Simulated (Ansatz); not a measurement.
Crystal: PtSe2 (Sudovikovite).

```xyz
3
Lattice="3.7240 0.0000 0.0000 -1.8620 3.2251 0.0000 0.0000 0.0000 5.0620" Properties=species:S:1:pos:R:3 pbc="T T T"
Pt    0.0000    0.0000    0.0000
Se    1.8620    1.0750    3.7965
Se    0.0000    2.1501    1.2655
```

Base run:

| Property | Result |
| --- | --- |
| Program | Ansatz 0.2.0 |
| Functional | PBE |
| Potentials or basis | Ansatz PAW |
| Cutoff | 250 eV |
| Density cutoff | 1000 eV |
| k mesh | 8 × 8 × 5 |
| Occupations | fermi-dirac, width 0.05 eV |
| Spin | no spin polarisation |

Its results: band gap on the k mesh none (metal or under the smearing width); pressure 7.3 GPa; largest force 0.581 eV/Å.

**Question.** The run is repeated on the same cell with these changes: functional from PBE to r2SCAN; cutoff from 250 eV to 500 eV (not typed: the program's choice for these potentials); spin from no spin polarisation to spin-orbit coupling, no magnetisation; potential files from those of the base run to others of the same set. What comes out?

**Answer.** Band gap on the k mesh none (metal or under the smearing width); pressure 4.9 GPa; largest force 0.375 eV/Å.

Several settings changed at once, so the effect can't be laid on one alone.

Caveats: the pressure holds a Pulay correction of +44.4 GPa for the finite cutoff (some runs); the cutoff lies under the one recommended for these potentials (some runs); the PAW data sets come from PBE, with cores solved anew for the run's functional, which leaves a small shift of forces and pressure (some runs).
